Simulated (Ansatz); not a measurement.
# La2O3 (P-3m1): the host for defect calculations, part 2 of 2

Aim: the runs on the perfect crystal La2O3 (P-3m1) that a defect calculation needs first.

Ansatz 0.2.0; plane-wave PAW DFT, PBEsol; relaxation of the host's cell and atoms; PAW set soft_1 (the session's first sound run).

So far. Step 3 (Dielectric tensors of the host): The principal values of the electronic dielectric tensor are 4.84, 4.91 and 4.91. The principal values of the static dielectric tensor are 26.30, 26.30 and 27.07.

## 5. Self-consistent run

This step: plane-wave PAW DFT, PBEsol; single point of the defect-free supercell, a test of its k-points; PAW set soft_1 (Ansatz 0.2.0).

System of this step: La2O3 (P-3m1). The cell holds 90 atoms: 36 La and 54 O. Cell: a = 11.719 Å, b = 11.719 Å, c = 12.082 Å, α = 90.0°, β = 90.0°, γ = 120.0°.

Input file pristine.sampling/input.yaml:

```yaml
crystal:
  lattice:
    - [11.7186120361, -8.61e-08, 0.0]
    - [-5.8593059435, 10.1486157634, 0.0]
    - [0.0, 0.0, 12.082050265]
  atoms:
    - { symbol: La, position: [0.2222222222, 0.1111111111, 0.3773099956] }
    - { symbol: La, position: [0.1111111111, 0.2222222222, 0.1226900044] }
    - { symbol: O, position: [0.2222222222, 0.1111111111, 0.1769983649] }
    - { symbol: O, position: [0.1111111111, 0.2222222222, 0.323001635] }
    - { symbol: O, position: [0.0, 0.0, 0.0] }
    - { symbol: La, position: [0.2222222222, 0.1111111111, 0.8773099956] }
    - { symbol: La, position: [0.1111111111, 0.2222222222, 0.6226900044] }
    - { symbol: O, position: [0.2222222222, 0.1111111111, 0.676998365] }
    - { symbol: O, position: [0.1111111111, 0.2222222222, 0.823001635] }
    - { symbol: O, position: [0.0, 0.0, 0.5] }
    - { symbol: La, position: [0.2222222222, 0.4444444444, 0.3773099956] }
    - { symbol: La, position: [0.1111111111, 0.5555555556, 0.1226900044] }
    - { symbol: O, position: [0.2222222222, 0.4444444444, 0.1769983649] }
    - { symbol: O, position: [0.1111111111, 0.5555555556, 0.323001635] }
    - { symbol: O, position: [0.0, 0.3333333333, 0.0] }
    - { symbol: La, position: [0.2222222222, 0.4444444444, 0.8773099956] }
    - { symbol: La, position: [0.1111111111, 0.5555555556, 0.6226900044] }
    - { symbol: O, position: [0.2222222222, 0.4444444444, 0.676998365] }
    - { symbol: O, position: [0.1111111111, 0.5555555556, 0.823001635] }
    - { symbol: O, position: [0.0, 0.3333333333, 0.5] }
    - { symbol: La, position: [0.2222222222, 0.7777777778, 0.3773099956] }
    - { symbol: La, position: [0.1111111111, 0.8888888889, 0.1226900044] }
    - { symbol: O, position: [0.2222222222, 0.7777777778, 0.1769983649] }
    - { symbol: O, position: [0.1111111111, 0.8888888889, 0.323001635] }
    - { symbol: O, position: [0.0, 0.6666666667, 0.0] }
    - { symbol: La, position: [0.2222222222, 0.7777777778, 0.8773099956] }
    - { symbol: La, position: [0.1111111111, 0.8888888889, 0.6226900044] }
    - { symbol: O, position: [0.2222222222, 0.7777777778, 0.676998365] }
    - { symbol: O, position: [0.1111111111, 0.8888888889, 0.823001635] }
    - { symbol: O, position: [0.0, 0.6666666667, 0.5] }
    - { symbol: La, position: [0.5555555556, 0.1111111111, 0.3773099956] }
    - { symbol: La, position: [0.4444444444, 0.2222222222, 0.1226900044] }
    - { symbol: O, position: [0.5555555556, 0.1111111111, 0.1769983649] }
    - { symbol: O, position: [0.4444444444, 0.2222222222, 0.323001635] }
    - { symbol: O, position: [0.3333333333, 0.0, 0.0] }
    - { symbol: La, position: [0.5555555556, 0.1111111111, 0.8773099956] }
    - { symbol: La, position: [0.4444444444, 0.2222222222, 0.6226900044] }
    - { symbol: O, position: [0.5555555556, 0.1111111111, 0.676998365] }
    - { symbol: O, position: [0.4444444444, 0.2222222222, 0.823001635] }
    - { symbol: O, position: [0.3333333333, 0.0, 0.5] }
    - { symbol: La, position: [0.5555555556, 0.4444444444, 0.3773099956] }
    - { symbol: La, position: [0.4444444444, 0.5555555556, 0.1226900044] }
    - { symbol: O, position: [0.5555555556, 0.4444444444, 0.1769983649] }
    - { symbol: O, position: [0.4444444444, 0.5555555556, 0.323001635] }
    - { symbol: O, position: [0.3333333333, 0.3333333333, 0.0] }
    - { symbol: La, position: [0.5555555556, 0.4444444444, 0.8773099956] }
    - { symbol: La, position: [0.4444444444, 0.5555555556, 0.6226900044] }
    - { symbol: O, position: [0.5555555556, 0.4444444444, 0.676998365] }
    - { symbol: O, position: [0.4444444444, 0.5555555556, 0.823001635] }
    - { symbol: O, position: [0.3333333333, 0.3333333333, 0.5] }
    - { symbol: La, position: [0.5555555556, 0.7777777778, 0.3773099956] }
    - { symbol: La, position: [0.4444444444, 0.8888888889, 0.1226900044] }
    - { symbol: O, position: [0.5555555556, 0.7777777778, 0.1769983649] }
    - { symbol: O, position: [0.4444444444, 0.8888888889, 0.323001635] }
    - { symbol: O, position: [0.3333333333, 0.6666666667, 0.0] }
    - { symbol: La, position: [0.5555555556, 0.7777777778, 0.8773099956] }
    - { symbol: La, position: [0.4444444444, 0.8888888889, 0.6226900044] }
    - { symbol: O, position: [0.5555555556, 0.7777777778, 0.676998365] }
    - { symbol: O, position: [0.4444444444, 0.8888888889, 0.823001635] }
    - { symbol: O, position: [0.3333333333, 0.6666666667, 0.5] }
    - { symbol: La, position: [0.8888888889, 0.1111111111, 0.3773099956] }
    - { symbol: La, position: [0.7777777778, 0.2222222222, 0.1226900044] }
    - { symbol: O, position: [0.8888888889, 0.1111111111, 0.1769983649] }
    - { symbol: O, position: [0.7777777778, 0.2222222222, 0.323001635] }
    - { symbol: O, position: [0.6666666667, 0.0, 0.0] }
    - { symbol: La, position: [0.8888888889, 0.1111111111, 0.8773099956] }
    - { symbol: La, position: [0.7777777778, 0.2222222222, 0.6226900044] }
    - { symbol: O, position: [0.8888888889, 0.1111111111, 0.676998365] }
    - { symbol: O, position: [0.7777777778, 0.2222222222, 0.823001635] }
    - { symbol: O, position: [0.6666666667, 0.0, 0.5] }
    - { symbol: La, position: [0.8888888889, 0.4444444444, 0.3773099956] }
    - { symbol: La, position: [0.7777777778, 0.5555555556, 0.1226900044] }
    - { symbol: O, position: [0.8888888889, 0.4444444444, 0.1769983649] }
    - { symbol: O, position: [0.7777777778, 0.5555555556, 0.323001635] }
    - { symbol: O, position: [0.6666666667, 0.3333333333, 0.0] }
    - { symbol: La, position: [0.8888888889, 0.4444444444, 0.8773099956] }
    - { symbol: La, position: [0.7777777778, 0.5555555556, 0.6226900044] }
    - { symbol: O, position: [0.8888888889, 0.4444444444, 0.676998365] }
    - { symbol: O, position: [0.7777777778, 0.5555555556, 0.823001635] }
    - { symbol: O, position: [0.6666666667, 0.3333333333, 0.5] }
    - { symbol: La, position: [0.8888888889, 0.7777777778, 0.3773099956] }
    - { symbol: La, position: [0.7777777778, 0.8888888889, 0.1226900044] }
    - { symbol: O, position: [0.8888888889, 0.7777777778, 0.1769983649] }
    - { symbol: O, position: [0.7777777778, 0.8888888889, 0.323001635] }
    - { symbol: O, position: [0.6666666667, 0.6666666667, 0.0] }
    - { symbol: La, position: [0.8888888889, 0.7777777778, 0.8773099956] }
    - { symbol: La, position: [0.7777777778, 0.8888888889, 0.6226900044] }
    - { symbol: O, position: [0.8888888889, 0.7777777778, 0.676998365] }
    - { symbol: O, position: [0.7777777778, 0.8888888889, 0.823001635] }
    - { symbol: O, position: [0.6666666667, 0.6666666667, 0.5] }
basis:
  ecutwfc: 420
  xc_grid: 2
hamiltonian:
  xc: pbesol
  pseudopotentials: { kind: paw, azcp: { folder: soft_1 }, xc_functional: pbe }
kpoints:
  mp_grid: { grid: [1, 1, 1], shift: [0.25, 0.25, 0.25] }
scf:
  occupations: { method: fermi_dirac, width: 0.01 }
  max_iter: 80
```

Started as:

```bash
$ ansatz run input.yaml --threads 32 --pin off --max-ram 56524MiB --backend cuda --events-out ev --progress --plain --runs-dir out --max-vram 78GiB
```

Numbers of over 12 decimals in the logs are rounded to 6 here.

The log of the run:

```text
[...]
Crystal: 90 atoms, lattice volume = 1436.890 Å³
Basis set: ecut = 420 eV, 28079 PW (Γ), exchange–correlation on 160×160×162 points (8 copies of the dense FFT grid, shifted against one another)
Bands: 450, of which v1, the nominal top of the filled ones, is band 360 counted from 1 (359 counted from 0)
[...]
k-points: 1
[...]
SCF iter   1: F=—  HF=-252283.472993 eV  |F-HF|=—  |Δ(HF+E_count)|=         —  Δρ=7.26e-2  dr2=6.84e1  ethr=3.10e-3  ⟨swp⟩=5.0  Hψ=1881  notcnv=0
[...]
SCF iter   2: F=—  HF=-252274.361187 eV  |F-HF|=—  |Δ(HF+E_count)|=    9.11e0  Δρ=3.37e-2  dr2=1.96e1  ethr=3.10e-3  ⟨swp⟩=6.0  Hψ=903  notcnv=0  defer=82
[...]
SCF iter   9: F=—  HF=-252272.217723 eV  |F-HF|=—  |Δ(HF+E_count)|=   1.14e-5  Δρ=8.46e-6  dr2=1.32e-6  ethr=2.92e-9  ⟨swp⟩=2.0  Hψ=728  notcnv=0  defer=49
SCF iter  10: F=-252272.217723 eV  HF=-252272.217723 eV  |F-HF|=2.10e-8  |Δ(HF+E_count)|=   1.45e-7  Δρ=2.44e-6  dr2=8.91e-8  ethr=1.39e-10  ⟨swp⟩=3.0  Hψ=997  notcnv=0
SCF 1 converged in 10 iterations: F = -252272.217723 eV  dr2 = 8.91e-8
[...]
SCF converged after 10 iterations
Free energy (F): -252272.217723 eV
[...]
Fermi energy:    11.731024 eV
[...]
```

Wall time 1.4 s (1 × NVIDIA GB200 with 32 threads of Arm Neoverse V2, shared host); peak memory 1.4 GiB.

This step gave:

```yaml
energy_over_dense_mesh: 4.01e-4 eV/atom
```

## 6. Defect free supercell relaxed from its symmetric sites

This cell, the one that will hold the defects, is built from the relaxed host. Its coarser k-points can move the atoms a little, so it is relaxed from the symmetric sites, as the reference for the test of stability.

This step: plane-wave PAW DFT, PBEsol; relaxation of the defect-free supercell from its symmetric sites; PAW set soft_1 (Ansatz 0.2.0).

pristine.symmetric/input.yaml, as its differences from pristine.sampling/input.yaml of step 5:

```diff
@@ -107 +107,12 @@
   max_iter: 80
+output:
+  forces: true
+relax:
+  f_tol: 0.01
+  max_steps: 60
+  escape_saddle: false
+checkpoint:
+  write: "../pristine.symmetric.run"
+  compress: false
+  write_wavefunctions: false
+  write_every: 100000
```

The log of the run:

```text
[...]
Crystal: 90 atoms, lattice volume = 1436.890 Å³
Basis set: ecut = 420 eV, 28079 PW (Γ), exchange–correlation on 160×160×162 points (8 copies of the dense FFT grid, shifted against one another)
Bands: 450, of which v1, the nominal top of the filled ones, is band 360 counted from 1 (359 counted from 0)
[...]
k-points: 1
[...]
SCF 1 converged in 9 iterations: F = -252272.217723 eV  dr2 = 1.33e-6
[...]
relax step   1: F+E_penalty+E_count = -252272.21772286 eV  Δ(F+E_penalty+E_count) = +0.000e0 eV  max|allowed force component| = 1.136e-2 eV/Å  Δτ_max = 0.0000 Å  (9 SCF iters, dr2 threshold 2.50e-6 eV [...]
[...]
SCF iter   6: F=-252272.217511 eV  HF=-252272.217511 eV  |F-HF|=2.37e-8  |Δ(HF+E_count)|=   2.04e-7  Δρ=1.79e-6  dr2=3.59e-8  ethr=1.39e-11  ⟨swp⟩=3.0  Hψ=1811  notcnv=0
[...]
SCF iter   1: F=—  HF=-252272.217239 eV  |F-HF|=—  |Δ(HF+E_count)|=         —  Δρ=1.94e-4  dr2=8.52e-4  ethr=7.57e-7  ⟨swp⟩=3.0  Hψ=851  notcnv=0  defer=84
[...]
SCF 3 converged in 6 iterations: F = -252272.218240 eV  dr2 = 1.52e-8
relax step   3: F+E_penalty+E_count = -252272.21823982 eV  Δ(F+E_penalty+E_count) = -5.170e-4 eV  max|allowed force component| = 5.234e-3 eV/Å  Δτ_max = 0.0009 Å  (6 SCF iters, accepted)
SCF converged after 6 iterations
[...]
```

It took 2.5 s on 1 × NVIDIA GB200 with 32 threads; peak memory 1.4 GiB; 8.7 s of CPU time.

No atom moved by 0.005 Å in the relaxation.

## 7. Defect free supercell relaxed from displaced atoms

This step: plane-wave PAW DFT, PBEsol; relaxation of the defect-free supercell from random displacements, a test of the host's stability; PAW set soft_1 (Ansatz 0.2.0).

pristine.rattled/input.yaml, as its differences from pristine.symmetric/input.yaml of step 6:

```diff
@@ -111,6 +111,6 @@
   f_tol: 0.01
-  max_steps: 60
-  escape_saddle: false
+  max_steps: 120
+  random_displacement: { amplitude: 0.08, seed: 3989 }
 checkpoint:
-  write: "../pristine.symmetric.run"
+  write: "../pristine.rattled.run"
   compress: false
```

The log of the run:

```text
[...]
Crystal: 90 atoms, lattice volume = 1436.890 Å³
Basis set: ecut = 420 eV, 28079 PW (Γ), exchange–correlation on 160×160×162 points (8 copies of the dense FFT grid, shifted against one another)
Bands: 450, of which v1, the nominal top of the filled ones, is band 360 counted from 1 (359 counted from 0)
[...]
k-points: 1
[...]
relax step   1: F+E_penalty+E_count = -252269.47504390 eV  Δ(F+E_penalty+E_count) = +0.000e0 eV  max|allowed force component| = 2.120e0 eV/Å  Δτ_max = 0.0000 Å  (11 SCF iters, dr2 threshold 2.50e-6 eV [...]
[...]
SCF iter   2: F=—  HF=-252269.939868 eV  |F-HF|=—  |Δ(HF+E_count)|=    1.30e0  Δρ=8.80e-3  dr2=1.06e0  ethr=8.75e-4  ⟨swp⟩=6.0  Hψ=561  notcnv=0  defer=83
[...]
SCF iter   8: F=-252269.644965 eV  HF=-252269.644977 eV  |F-HF|=1.20e-5  |Δ(HF+E_count)|=   6.79e-6  Δρ=3.79e-5  dr2=1.98e-5  ethr=8.16e-9  ⟨swp⟩=4.0  Hψ=1498  notcnv=0
SCF 2 converged in 8 iterations: F = -252269.644965 eV  dr2 = 1.98e-5
[...]
SCF 8 converged in 2 iterations: F = -252272.218324 eV  dr2 = 3.29e-8
relax step   8: F+E_penalty+E_count = -252272.21832408 eV  Δ(F+E_penalty+E_count) = -1.193e-8 eV  max|allowed force component| = 2.669e-3 eV/Å  Δτ_max = 0.0000 Å  (2 SCF iters, accepted)
SCF converged after 2 iterations
[...]
```

Run time: 5.5 s. Hardware: 1 × NVIDIA GB200 with 32 threads; peak memory 1.4 GiB; 21 s of CPU time.

Step by step:

| step | energy less that of the first step (eV) | largest force component (eV/Å) |
| --- | --- | --- |
| 1 | 0.0000 | 2.1201 |
| 2 | -0.1699 | 2.0793 |
| 3 | -2.7393 | 0.0442 |
| 4 | -2.7394 | 0.0443 |
| 5 | -2.6811 | 0.2382 |
| 6 | -2.7427 | 0.0287 |
| 7 | -2.7433 | 0.0027 |
| 8 | -2.7433 | 0.0027 |

Relaxation step 5 was tried and not accepted.

The relaxation ends 30 meV an atom lower than the displaced start, with a largest force component of 0.0027 eV/Å.

## 8. What came out

| Quantity | Value |
| --- | --- |
| primitive cell vectors, lengths | 3.906, 3.906, 6.041 Å |
| electronic dielectric constant | principal values (4.84, 4.91, 4.91) |
| static dielectric constant | principal values (26.30, 26.30, 27.07) |
| gap on the k-mesh of the response run (PBEsol) | 3.86 eV |
| supercell relaxed in its symmetry less the displaced and relaxed one | 0.000 eV |
| energy an atom at one point at (¼, ¼, ¼) less that on the dense mesh | 0.000 eV |

Step 7: The energy fell by 2.743 eV from the randomly displaced start; the atoms end within 0.005 Å of the sites as typed, once the mean shift is taken out. The displaced cell ends within 0.01 eV of the symmetric one relaxed in its symmetry, so no lower structure shows in this supercell. The k-mesh can miss the band edges, so this gap is an upper bound at this level. All at zero temperature.

[Logs are printed without paths, hosts, clocks, repeated set-up lines and the standing remarks that a program may print on its own settings, such as how far it seeks lower states.]

[Hosts, paths, dates, database ids (printed as entryN), source tags and the programs' standing remarks are cut or masked in the printed files.]

[Runs of the host that timed out are not shown.]

[For some hosts the program warned that the k-mesh of the response run may be too coarse for force constants and the static dielectric constant; such warnings are not always shown.]
